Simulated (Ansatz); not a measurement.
A plane-wave DFT run in Ansatz 0.2.0 (scalar-relativistic PAW potentials unless the input names others): input and command.

```yaml
crystal:
  lattice:
    - [0.0, 2.1908342162, 2.1908342162]
    - [2.1664615241, 0.0243726921, 2.1664615241]
    - [2.1664615241, 2.1664615241, 0.0243726921]
  atoms:
    - { symbol: Ti, position: [0.0, 0.0, 0.0] }
    - { symbol: C, position: [0.5, 0.5, 0.5] }
basis:
  ecutwfc: 420
kpoints:
  mp_grid: { grid: [24, 24, 24] }
hamiltonian:
  xc: pbe
scf:
  max_iter: 50
output:
  forces: true
  eigenvalues: true
  stress: true
```

```bash
ansatz run input.yaml --threads 1 --pin off --max-ram 2560MiB --backend cpu --events-out ev --progress --plain --runs-dir out
```

Question: Will this input run?

Answer: The program refuses it, because of no occupation method (scf.occupations: {"method": "gaussian", "width": 0.15} → not typed). With the sound run's settings it is accepted.

Abridged log:
```
Error: YAML parse error: `scf.occupations.method` is required: fixed only where the cell keeps a band gap throughout the run, explicit beside scf.occupations.values (under evaluate: without them), else a smearing such as fermi_dirac (scf.occupations.width is optional; its entry in the input reference gives the default)
```